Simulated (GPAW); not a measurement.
The system is CdS (Greenockite).

```
Cd S
1.0
     4.15000    0.00000    0.00000
    -2.07500    3.59401    0.00000
     0.00000    0.00000    6.73700
Cd S
2 2
Direct
  0.66667 0.33333 0.50000
  0.33333 0.66667 0.00000
  0.66667 0.33333 0.87500
  0.33333 0.66667 0.37500
```

Base run:

| Quantity | Value |
| --- | --- |
| Program | GPAW 26.7.0 |
| Functional | GLLB-SC |
| Potentials or basis | the program's PAW data sets (release 1.2.1) made for this functional |
| Cutoff | 600 eV |
| Basis | pw |
| k mesh | 5 × 5 × 3 |
| Occupations | fermi-dirac, width 0.05 eV |
| Spin | no spin polarisation |

Its results: band gap on the k mesh with the derivative discontinuity 2.44 eV.

**Question.** The run is repeated on the same cell with these changes: functional from GLLB-SC to LDA; cutoff from 600 eV to 500 eV; k mesh from 5 × 5 × 3 to 6 × 6 × 3. What comes out?

**Answer.** Band gap on the k mesh 0.89 eV, direct.

Several settings changed at once, so the effect can't be laid on one alone.

Caveats: an odd mesh through Γ misses points on the zone boundary, where band edges often lie; the GLLB-SC gap is the Kohn-Sham gap of the path plus the derivative discontinuity (some runs); a model potential gives levels but no total energy (some runs).

Not every run made on this cell is shown here.
